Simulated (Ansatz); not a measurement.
Relaxed bulk TiC, space group Fm-3m (No. 225):

```xyz
2
Lattice="0.0000 2.1665 2.1665 2.1665 0.0000 2.1665 2.1665 2.1665 0.0000" Properties=species:S:1:pos:R:3 pbc="T T T"
Ti    0.0000    0.0000    0.0000
C     2.1665    2.1665    2.1665
```

All numbers below come from DFT PBE, scalar-relativistic, plane waves, PAW in Ansatz 0.2.0. Cutoff 420 eV, k spacing 0.19 to 0.25 Å⁻¹, dipole correction; no spin polarisation.

Slabs with different planes and terminations (top/bottom plane) are cut from it in 1×1 cells and relaxed. Each holds whole formula units counted by Ti and an excess Δn of C (negative: a deficit); ΔE is its energy over those formula units in the bulk and the excess in the standard state of C. The formation energy of TiC is -1.662 eV a formula unit (uncorrected), so Δμ(C) runs from -1.662 eV to 0 if no other compound intervenes.

```csv
slab,A (Å²),Δn(C),ΔE (eV)
"(111) Ti/Ti, Ti5C4",8.13,-1.00,3.145
"(111) C/C, Ti5C6",8.13,+1.00,8.088
```

(1) Work out each slab's surface energy at the C-rich and C-poor ends.

(2) Does the lowest surface change with the conditions?

Only the planes named were cut, so another facet can lie lower still, here above all (100), as a rule the lowest of a rock salt compound. Reconstructions in larger cells weren't sought.

Answers

(1) γ = [ΔE − Δn·Δμ(C)]/(2A) × 16.02 J/m² per eV/Å², the mean of both faces:

```
              slab C-rich (J/m²) C-poor (J/m²)
(111) Ti/Ti, Ti5C4           3.10           1.46
  (111) C/C, Ti5C6           7.97           9.61
```

(2) No: among these slabs (111) Ti/Ti, Ti5C4 is lowest at both ends, and since each γ is a straight line in Δμ, throughout the range.